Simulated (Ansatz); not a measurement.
# Ti: do energies and stresses tell the same story?

These are results of DFT PBE, scalar-relativistic, plane waves, PAW (Ansatz 0.2.0), not measurements.

Plane waves to 420 eV, a k mesh through Γ of 18×18×18 on the computed 1-atom cell and Gaussian smearing (0.10 eV); no spin polarisation.

Relaxed cell: Im-3m, a = 3.256 Å, b = 3.256 Å, c = 3.256 Å, α = 90.00°, β = 90.00°, γ = 90.00°, 1 atom in the primitive cell. This bcc form isn't the element's structure at ambient conditions.

Energies at zero smearing and pressures from the stress tensor, at volumes with shape and atoms relaxed:
| V (Å³/atom) | E − E(first) (meV/atom) | P (GPa) |
| --- | --- | --- |
| 15.181 | 0.00 | 16.80 |
| 15.699 | -45.79 | 11.77 |
| 16.216 | -76.40 | 7.34 |
| 16.734 | -93.59 | 3.43 |
| 17.251 | -98.96 | 0.01 |
| 17.769 | -93.91 | -3.00 |
| 18.287 | -79.73 | -5.63 |
| 18.977 | -48.55 | -8.62 |

Question: Check P = −dE/dV between neighbouring volumes, and get the bulk modulus from the pressures alone.

Answer: With 1 eV/Å³ = 160.2 GPa:
```tsv
middle V (Å³/atom)	−ΔE/ΔV (GPa)	mean P (GPa)
15.440	14.174	14.288
15.958	9.477	9.556
16.475	5.322	5.386
16.993	1.661	1.720
17.510	-1.561	-1.496
18.028	-4.391	-4.314
18.632	-7.241	-7.126
```

The two differ by 0.12 GPa at most. The mean of two end pressures misses the average over a step by about ΔV² P″/12, up to 0.05 GPa here; with that taken off 0.07 GPa remains. The stress is the derivative of the free energy, not of the energy at zero smearing, and with free energies 0.00 GPa remains. Around V = 17.251 Å³/atom, the two neighbours give B = −V ΔP/ΔV = 17.251 × 6.43 / 1.035 = 107.2 GPa, against B0 = 107.0 GPa from the Birch–Murnaghan fit of the energies.

Energies and stresses tell the same story once both refer to the same functional. Before that correction the mean pressure lies above the energy slope in every interval, and curvature explains only part of the excess. The rest has the sign expected if the electronic entropy term grows with volume, probably because the d bands narrow on expansion and the density of states at the Fermi level rises. The closure to 0.00 GPa with free energies also suggests that Pulay stress from the finite plane-wave basis is negligible here.

The pressure curve steepens steadily on compression. Titanium's few valence electrons occupy mainly bonding d states, whose attraction is balanced near equilibrium by the kinetic energy of the electrons and core overlap; this repulsion grows faster as the atoms approach, so the metal stiffens. The agreement between 107.2 and 107.0 GPa therefore supports the curvature at the minimum as a property of the computed energy surface. A positive bulk modulus shows resistance to uniform compression only, not stability of the bcc lattice against shear or phonon distortions.
